A layer of PtSe₂ is a sheet of Pt between two sheets of Se. Each Pt is bonded to six Se atoms, and each Se to three Pt atoms on one side only. The table lists the vibrations in which every unit cell moves alike, from a density-functional calculation without dispersion forces.

Quantum ESPRESSO 7.5, PBE, SSSP 1.3 efficiency pseudopotentials, no dispersion correction or spin-orbit coupling: phonons of bulk PtSe₂ at q = 0 (q row 1), relaxed cell, q → 0 along the layer normal. Cutoff 748 eV, 4×4×2 k mesh, Fermi-Dirac smearing 0.05 eV, but fixed occupations in the response. Negative values denote imaginary frequencies.

```
row  phonon q row (row)  phonon frequency (cm⁻¹)
  1                   1                    -4.00
  2                   1                     1.60
  3                   1                     1.60
  4                   1                   167.30
  5                   1                   167.30
  6                   1                   188.60
  7                   1                   199.30
  8                   1                   199.30
  9                   1                   215.60
```

**(a) Which of the nine frequencies belong to atoms moving against each other, and how do the atoms move?**

*Solution.* Three atoms have nine ways to move, and three of these shift the whole crystal. Such a shift costs no energy, so the first three frequencies should be zero. Their values, at most 4 cm⁻¹ in size, are numerical residue, and the negative one is no sign of an unstable structure.

The other six are sorted by symmetry. Pt sits at a centre of inversion that exchanges the two Se atoms. In even modes the Se atoms move in opposite directions and Pt stays at rest; in odd modes they move together and Pt moves against them. Each kind comes as a pair, for the two equivalent directions in the layer, and a single mode along the layer normal.

The table indeed shows two pairs and two singles. The usual assignment for this compound makes the lower set (167.3 and 188.6 cm⁻¹) even and the upper set (199.3 and 215.6 cm⁻¹) odd. The table itself carries no symmetry labels, so this is adopted here as an assumption; part (c) shows how far the numbers support it and which alternative they leave open.

**(b) With these labels the single mode lies above the pair in both sets. Is the cause the electric field of polar vibrations, the masses, or the direction of the restoring forces?**

*Solution.* The field is the tempting answer. When charged atoms move along the direction of the wave, they set up a macroscopic field that pulls them back and raises the frequency. In rock salt this LO-TO splitting produces just such a pattern, a transverse pair with a longitudinal single above it.

PtSe₂ contains its own control. In an even mode the two Se atoms carry equal charges in opposite directions, so no dipole arises and no such field can act. Yet the even single lies 21 cm⁻¹ above its pair, a wider gap than the 16 cm⁻¹ in the odd set. Even if the labels were wrong, any choice of one pair and one single as the even set would leave them at least 10.7 cm⁻¹ apart, although in either mixed choice one of the two sets has its single below its pair.

The field is therefore not needed for a splitting of this size, though it may add to the odd single, because the calculation takes the wave to run along the layer normal. That reservation concerns the calculation, which found a gap of 0.42 eV on its coarse k mesh and treated the crystal as an insulator in its response. Real bulk PtSe₂ is a semimetal, whose mobile carriers would screen the field.

The masses fail for a simpler reason: an atom is equally heavy in every direction. Within one set, the share of the motion taken by Pt and Se is also the same along the layer and across it. What remains is a restoring force that depends on direction, as the symmetry of a layer allows.

It is natural to look for this force in the Pt–Se bonds. A bond resists stretching most when the atom moves along it, and in a perfect octahedron the bonds add up to equal stiffness in all directions. In the relaxed crystal the octahedron is flattened along the normal, so the bonds lean towards the layer plane. Stretching alone would then make the out-of-plane force constant only 0.72 times the in-plane one and put the even single at 142 cm⁻¹, below its pair.

A force that depends on direction is thus needed in the even set, and is allowed in the odd one, but with the assumed labels bond stretching by itself gives the wrong order in both. Forces that resist a change of bond angle are a possible remedy in either set. Forces between Se atoms can help only in the even set, since in odd modes all Se atoms move together; the polar field can help only the odd single. How much each contributes is not settled by these frequencies.

**(c) Pt is about 2.5 times as heavy as Se. Should the modes in which it moves not be the slower ones? Estimate the odd frequencies from the even ones.**

*Solution.* Let $m$ and $M$ be the masses of Se and Pt, and let a force constant $K$ tie each Se to Pt along a given direction. In an even mode Pt is at rest, and the angular frequency $\omega$ follows from

$$\omega_{\text{even}}^2 = \frac{K}{m}.$$

In an odd mode the Se atoms move by $u$ and Pt by $U$. The centre of mass stays fixed, so $U=-2mu/M$. The distance between Se and Pt changes by $u-U=u(1+2m/M)$, which is more than $u$, and the force on Se grows in the same proportion:

$$\omega_{\text{odd}}^2 = \frac{K}{m}\left(1+\frac{2m}{M}\right).$$

The recoil of Pt raises the frequency. The comparison is not between a light atom and a heavy one, but between Se moving against a fixed Pt and Se moving against a Pt that gives way in the opposite direction. A fixed atom acts as if it were infinitely heavy.

With the atomic masses the square root of the bracket is 1.345. The lower pair then predicts an odd pair at $1.345\times167.3\approx225$ cm⁻¹, against 199.3 cm⁻¹ in the table. The estimate has no fitted constant and gives the right order, but it is 13% above the computed value. For the single mode it is 18% too high.

The overshoot points to a force that acts in even modes only. Two Se atoms that move together keep their distance, whereas two that move oppositely do not. A coupling $k$ between them turns the even force constant into $K+2k$ and leaves the odd one at $K$. To match the table, the even force constant must exceed the odd one by 28% in the plane and by 39% along the normal; these values are solved for and so do not test the idea.

They do bear on the labels. If the upper set were the even one, the even force constant would have to be 2.4 to 2.6 times the odd one. The coupling between Se atoms would then be more than two thirds as strong as the tie between Se and Pt, which is hard to credit for atoms not bonded to each other, even if part of the coupling is passed on through Pt. This speaks against making the 199.3 cm⁻¹ pair even, but it does not settle the singles. With 167.3 and 215.6 cm⁻¹ even and 199.3 and 188.6 cm⁻¹ odd, the excess would still be 28% in the plane and the factor 2.4 would be needed only along the normal. Contacts between Se atoms of different sheets, within the layer and across the gap, lean towards the normal, so a coupling much stronger in that direction is to be expected. The odd single would then lie below its pair, as bond stretching predicts, and below the even single in spite of recoil. The frequencies alone cannot exclude this labeling; the eigenvectors would decide.

Part of the coupling should act across the gap between layers, and there the calculation is weakest. Without dispersion forces the relaxation lengthened the cell by 10% along the normal, which moves facing Se sheets apart. The k mesh is also coarse, and spin-orbit coupling is left out although Pt is heavy. The frequencies are therefore better used for their order than as predictions of measured lines.

The same reasoning carries over to neighbours with this structure. In PtS₂ the lighter chalcogen makes Pt recoil less, so the mass effect should separate the odd from the even modes by a smaller factor; in PtTe₂ by a larger one. In a measurement the labels come from selection rules: ordinary (first-order) Raman scattering in a perfect crystal shows only the even modes. The printed analysis below gives the estimates for both sets and for the other labelings.

Printed output of the fit:

```
Largest acoustic residue (1/cm): 4
Shift of the lowest optical pair if its squared frequency had the same error (1/cm): 0.04782
Lower single minus lower pair (1/cm): 21.3
Upper single minus upper pair (1/cm): 16.3
Lower single above lower pair (percent): 12.73
Upper single above upper pair (percent): 8.179
Other labeling, upper single minus lower pair (1/cm): 48.3
Other labeling, lower single minus upper pair (1/cm): -10.7
Recoil factor for the frequency, odd over even: 1.345
Computed ratio of the pairs, upper over lower: 1.191
Computed ratio of the singles, upper over lower: 1.143
Upper pair predicted from lower pair by recoil alone (1/cm): 225.1
Upper single predicted from lower single by recoil alone (1/cm): 253.8
Overshoot of recoil alone, pair (percent): 12.94
Overshoot of recoil alone, single (percent): 17.7
Even over odd force constant needed, in plane, usual labels: 1.276
Even over odd force constant needed, out of plane, usual labels: 1.385
Even over odd force constant needed, in plane, both sets swapped: 2.569
Even over odd force constant needed, out of plane, both sets swapped: 2.366
Out-of-plane over in-plane force constant, bond stretching alone: 0.7206
Out-of-plane over in-plane force constant, lower set as computed: 1.271
Out-of-plane over in-plane force constant, upper set as computed: 1.17
Lower single predicted from lower pair by stretching alone (1/cm): 142
Upper single predicted from upper pair by stretching alone (1/cm): 169.2
Relaxed Pt-Se distance (angstrom): 2.534
Growth of c in the relaxation (percent): 10.02
```
